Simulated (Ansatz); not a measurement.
Crystal: InSe.

```xyz
4
Lattice="2.0000 1.1547 8.4400 -2.0000 1.1547 8.4400 0.0000 -2.3094 8.4400" Properties=species:S:1:pos:R:3 pbc="T T T"
In    0.0000    0.0000   22.4994
In    0.0000    0.0000    0.0000
Se    0.0000    0.0000    4.3525
Se    0.0000    0.0000    9.7102
```

- Program: Ansatz 0.2.0
- Task: relaxation of cell and atoms
- Functional: m-r2SCAN
- Potentials or basis: Ansatz PAW
- Cutoff: 500 eV (not typed: the program's choice for these potentials)
- k mesh: 8 × 8 × 8
- Occupations: fermi-dirac, width 0.05 eV
- Spin: no spin polarisation

At the start: volume 29.24 Å³/atom.

Task: Where does the relaxation end?

Result: It ends after 5 steps and the volume is 30.74 Å³/atom (+5.1 %); space group R3m (No. 160, to 0.05 Å).

The path:
| step | energy change (eV) | largest force (eV/Å) | volume (Å³) |
| --- | --- | --- | --- |
| 1 | 0.0000 | 0.2389 | 116.95 |
| 2 | -0.0224 | 0.0233 | 122.17 |
| 3 | -0.0229 | 0.0053 | 122.47 |
| 4 | -0.0232 | 0.0050 | 122.95 |
| 5 | -0.0237 | 0.0050 | 122.95 |

Final structure:
```
In Se
1.0
     2.02200    1.16740    8.68141
    -2.02200    1.16740    8.68141
     0.00000   -2.33480    8.68141
In Se
2 2
Direct
  0.89062 0.89062 0.89062
  0.99805 0.99805 0.99805
  0.17565 0.17565 0.17565
  0.37967 0.37967 0.37967
```

Caveat: the plane-wave basis is chosen anew once the cell has moved, so the energies of steps on either side of that aren't comparable; the PAW data sets come from PBE, with cores solved anew for the run's functional, which leaves a small shift of forces and pressure.
